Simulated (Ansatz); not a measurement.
Antifluorite K₂S, relaxed with r2SCAN, was run in Ansatz 0.2.0 under altered settings. All numbers are computed, without spin polarisation but where a row says otherwise.

```
S K
1.0
     0.00000    3.70276    3.70276
     3.70276    0.00000    3.70276
     3.70276    3.70276    0.00000
S K
1 2
Direct
  0.00000 0.00000 0.00000
  0.25000 0.25000 0.25000
  0.75000 0.75000 0.75000
```

The base run's other keys:
```yaml
kpoints:
  mp_grid: { grid: [4, 4, 4] }
hamiltonian:
  xc: hse06
scf:
  occupations: { method: fixed }
  n_extra_bands: 4
```

It takes 11 iterations with 1989 plane waves at 420 eV and 8 k points, and leaves a mean stress of +0.14 GPa. The gap over this mesh is 3.309 eV.

Outcomes, with energy and stress as changes against the base:
```tsv
setting	outcome	ΔF (meV/atom)	Δ mean stress (GPa)	gap on the mesh (eV)	iterations
PBE hybrid, exx coeff 0.4, omega 0.5 1/Å	converged	–	-0.1	3.074	12
PBE hybrid, exx coeff 0.3, omega 0.2078 1/Å	converged	–	-0.1	3.502	11
PBE hybrid, exx coeff 0.3, omega 0.3 1/Å	converged	–	0.0	3.254	11
PBE hybrid, exx coeff 0.5, omega 0.1 1/Å	converged	–	-0.4	4.957	16
basis.ecutrho_ratio: 12	converged	0.0	0.0	3.309	11
scf.convergence.dr2_threshold: 0.01	converged, warned	0.0	0.0	3.309	13
```
A dash marks a value that wasn't obtained or can't be compared. Stress is positive in compression.

- PBE hybrid, exx coeff 0.4, omega 0.5 1/Å. That is 40 % exact exchange, screened with ω = 0.5 1/Å, against HSE06's 25 % screened at 0.208 1/Å. The mean stress moves by -0.1 GPa and the gap on the mesh by -0.236 eV (to 3.074). Totals of different functionals aren't comparable.
- PBE hybrid, exx coeff 0.3, omega 0.2078 1/Å. That is 30 % exact exchange, screened with ω = 0.2078 1/Å, against HSE06's 25 % screened at 0.208 1/Å. The mean stress moves by -0.1 GPa and the gap on the mesh by +0.193 eV (to 3.502). Totals of different functionals aren't comparable.
- PBE hybrid, exx coeff 0.3, omega 0.3 1/Å. That is 30 % exact exchange, screened with ω = 0.3 1/Å, against HSE06's 25 % screened at 0.208 1/Å. The mean stress moves by 0.0 GPa and the gap on the mesh by -0.056 eV (to 3.254). Totals of different functionals aren't comparable.
- PBE hybrid, exx coeff 0.5, omega 0.1 1/Å. That is 50 % exact exchange, screened with ω = 0.1 1/Å, against HSE06's 25 % screened at 0.208 1/Å. The mean stress moves by -0.4 GPa and the gap on the mesh by +1.648 eV (to 4.957). Totals of different functionals aren't comparable. The program warns that on this mesh the truncation of the exchange isn't bounded, so part of the change can be an error of the mesh.
- scf.convergence.dr2_threshold: 0.01. It converges in 13 iterations against the base's 11. Even so loose a threshold leaves the results unchanged here, which can't be counted on. Warned: force scf threshold loose.

Within 1 meV an atom, 0.1 GPa and 0.005 eV of the base stay: basis.ecutrho_ratio: 12; scf.convergence.dr2_threshold: 0.01.

The meshes of the hybrids are coarse, so their gaps aren't converged to the digits shown.
